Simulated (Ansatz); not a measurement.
# HfO2: the cost of one run

Program: Ansatz 0.2.0. Level of theory: DFT PBE, scalar-relativistic, plane waves, PAW. These are calculated values, not measurements.

## 1. The system as given

The structure is orthorhombic, space group P2_12_12 (No. 18). Conventional cell: a = 5.080 Å, b = 5.165 Å, c = 4.891 Å, α = 90.00°, β = 90.00°, γ = 90.00°. Around Hf (site symmetry 1) lie 7 O at 1.99 to 2.25 Å. O (site symmetry 2) is surrounded by 4 Hf at 2.16 to 2.18 Å. O (site symmetry 2) has 4 Hf at 2.13 to 2.15 Å as nearest neighbours. O (site symmetry 1) is surrounded by 3 Hf at 1.99 to 2.25 Å.

Coordinates:

```
CELL_PARAMETERS angstrom
-5.08032 5.16487 4.89088
5.08032 -5.16487 4.89088
5.08032 5.16487 -4.89088
ATOMIC_POSITIONS crystal
Hf 0.00487 0.00267 0.27960
Hf 0.50487 0.50267 0.27960
Hf 0.50487 0.00267 0.77960
Hf 0.00487 0.50267 0.77960
Hf 0.74513 0.02474 0.49780
Hf 0.24513 0.52474 0.49780
Hf 0.24513 0.02474 0.99781
Hf 0.74513 0.52474 0.99781
Hf 0.72307 0.22526 0.22040
Hf 0.22307 0.72526 0.22040
Hf 0.22307 0.22526 0.72040
Hf 0.72307 0.72526 0.72040
Hf 0.02693 0.24733 0.00219
Hf 0.52693 0.74733 0.00219
Hf 0.52693 0.24733 0.50219
Hf 0.02693 0.74733 0.50219
O 0.96219 0.46219 0.00000
O 0.46219 0.96219 0.00000
O 0.46219 0.46219 0.50000
O 0.96219 0.96219 0.50000
O 0.28781 0.28781 0.00000
O 0.78781 0.78781 0.00000
O 0.78781 0.28781 0.50000
O 0.28781 0.78781 0.50000
O 0.75547 0.00547 0.25000
O 0.25547 0.50547 0.25000
O 0.25547 0.00547 0.75000
O 0.75547 0.50547 0.75000
O 0.49453 0.24453 0.25000
O 0.99453 0.74453 0.25000
O 0.99453 0.24453 0.75000
O 0.49453 0.74453 0.75000
O 0.27956 0.10433 0.48842
O 0.77956 0.60433 0.48842
O 0.77956 0.10433 0.98842
O 0.27956 0.60433 0.98842
O 0.97044 0.45886 0.32477
O 0.47044 0.95886 0.32477
O 0.47044 0.45886 0.82477
O 0.97044 0.95886 0.82477
O 0.61591 0.29114 0.01158
O 0.11591 0.79114 0.01158
O 0.11591 0.29114 0.51158
O 0.61591 0.79114 0.51158
O 0.13409 0.14567 0.17523
O 0.63409 0.64567 0.17523
O 0.63409 0.14567 0.67523
O 0.13409 0.64567 0.67523
```

The runs take a perfect supercell of 48 atoms; the defect goes to fractional position (0.005, 0.003, 0.280).

## 2. The perfect supercell

The input, input.yaml:

```yaml
crystal:
  lattice:
    - [-5.080319, 5.164867, 4.890884]
    - [5.080319, -5.164867, 4.890884]
    - [5.080319, 5.164867, -4.890884]
  atoms:
    - { symbol: Hf, position: [0.004866, 0.002671, 0.279604] }
    - { symbol: Hf, position: [0.504866, 0.502671, 0.279604] }
    - { symbol: Hf, position: [0.504866, 0.002671, 0.779604] }
    - { symbol: Hf, position: [0.004866, 0.502671, 0.779604] }
    - { symbol: Hf, position: [0.745134, 0.024739, 0.497805] }
    - { symbol: Hf, position: [0.245134, 0.524739, 0.497805] }
    - { symbol: Hf, position: [0.245134, 0.024739, 0.997805] }
    - { symbol: Hf, position: [0.745134, 0.524739, 0.997805] }
    - { symbol: Hf, position: [0.723066, 0.225261, 0.220396] }
    - { symbol: Hf, position: [0.223066, 0.725261, 0.220396] }
    - { symbol: Hf, position: [0.223066, 0.225261, 0.720396] }
    - { symbol: Hf, position: [0.723066, 0.725261, 0.720396] }
    - { symbol: Hf, position: [0.026934, 0.247329, 0.002195] }
    - { symbol: Hf, position: [0.526934, 0.747329, 0.002195] }
    - { symbol: Hf, position: [0.526934, 0.247329, 0.502195] }
    - { symbol: Hf, position: [0.026934, 0.747329, 0.502195] }
    - { symbol: O, position: [0.962188, 0.462188, 0.0] }
    - { symbol: O, position: [0.462188, 0.962188, 0.0] }
    - { symbol: O, position: [0.462188, 0.462188, 0.5] }
    - { symbol: O, position: [0.962188, 0.962188, 0.5] }
    - { symbol: O, position: [0.287812, 0.287812, 0.0] }
    - { symbol: O, position: [0.787812, 0.787812, 0.0] }
    - { symbol: O, position: [0.787812, 0.287812, 0.5] }
    - { symbol: O, position: [0.287812, 0.787812, 0.5] }
    - { symbol: O, position: [0.755473, 0.005473, 0.25] }
    - { symbol: O, position: [0.255473, 0.505473, 0.25] }
    - { symbol: O, position: [0.255473, 0.005473, 0.75] }
    - { symbol: O, position: [0.755473, 0.505473, 0.75] }
    - { symbol: O, position: [0.494527, 0.244527, 0.25] }
    - { symbol: O, position: [0.994527, 0.744527, 0.25] }
    - { symbol: O, position: [0.994527, 0.244527, 0.75] }
    - { symbol: O, position: [0.494527, 0.744527, 0.75] }
    - { symbol: O, position: [0.279557, 0.104325, 0.488417] }
    - { symbol: O, position: [0.779557, 0.604325, 0.488417] }
    - { symbol: O, position: [0.779557, 0.104325, 0.988417] }
    - { symbol: O, position: [0.279557, 0.604325, 0.988417] }
    - { symbol: O, position: [0.970443, 0.45886, 0.324768] }
    - { symbol: O, position: [0.470443, 0.95886, 0.324768] }
    - { symbol: O, position: [0.470443, 0.45886, 0.824768] }
    - { symbol: O, position: [0.970443, 0.95886, 0.824768] }
    - { symbol: O, position: [0.615908, 0.29114, 0.011583] }
    - { symbol: O, position: [0.115908, 0.79114, 0.011583] }
    - { symbol: O, position: [0.115908, 0.29114, 0.511583] }
    - { symbol: O, position: [0.615908, 0.79114, 0.511583] }
    - { symbol: O, position: [0.134092, 0.145675, 0.175232] }
    - { symbol: O, position: [0.634092, 0.645675, 0.175232] }
    - { symbol: O, position: [0.634092, 0.145675, 0.675232] }
    - { symbol: O, position: [0.134092, 0.645675, 0.675232] }
basis:
  ecutwfc: 420
  fft_grid_basis: typed
kpoints:
  mp_grid: { grid: [2, 2, 2] }
hamiltonian:
  xc: pbe
  pseudopotentials: { kind: paw }
scf:
  occupations: { method: gaussian, width: 0.05 }
output:
  forces: true
  stress: false
  eigenvalues: true
  bader: false
  write_density: true
  volumetric_format: npy
```

On the command line:

```bash
$ ansatz run input.yaml --threads 4 --pin off --max-ram 10240MiB --backend cpu --events-out ev --progress --plain --runs-dir out
```

What time and memory should one allow on 4 threads of Intel Xeon Platinum 8259CL at 2.50GHz (Skylake/Cascade Lake), shared host?

About 22 s, with a peak of 3.7 GiB.
